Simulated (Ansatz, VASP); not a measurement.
One calculation of Ti, two programs

```xyz
1
Lattice="-1.7227 1.7227 1.4445 1.7227 -1.7227 1.4445 1.4872 1.4872 -1.4445" Properties=species:S:1:pos:R:3 pbc="T T T"
Ti    0.0000    0.0000    0.0000
```

Change from the starting cell: engineering shear strain xy -0.1467, normal strain along z -0.1000.

Alike in both runs: task single point; functional PBEsol; k mesh 20 × 20 × 20; occupations gaussian, width 0.15 eV; no spin polarisation.

|  | VASP | Ansatz |
| --- | --- | --- |
| version | VASP 6.6.1 | Ansatz 0.2.0 |
| potentials or method | VASP PAW PBE potentials, release 64 (Ti_sv) | scalar-relativistic, plane waves, PAW |
| plane-wave cutoff (eV) | 520 | 520 |
| valence electrons in the cell | 12 | 12 |

Ansatz gave:

- gap on the k mesh at the Fermi level (eV): none
- pressure (GPa): 14.5
- largest component of the traceless stress (GPa): 6.26

Task: Estimate VASP's values.

Result: gap on the k mesh at the Fermi level (eV): none; pressure (GPa): 13.4; largest component of the traceless stress (GPa): 6.27.

A gap of «none» marks a metal or a gap that the smearing closes. With one functional, cell and mesh, what is left measures potentials, basis and numerics. Ansatz warned: «pseudo_functional_mismatch».

Caveats: the PAW data sets were made with another functional, which shifts forces and pressure a little (VASP).
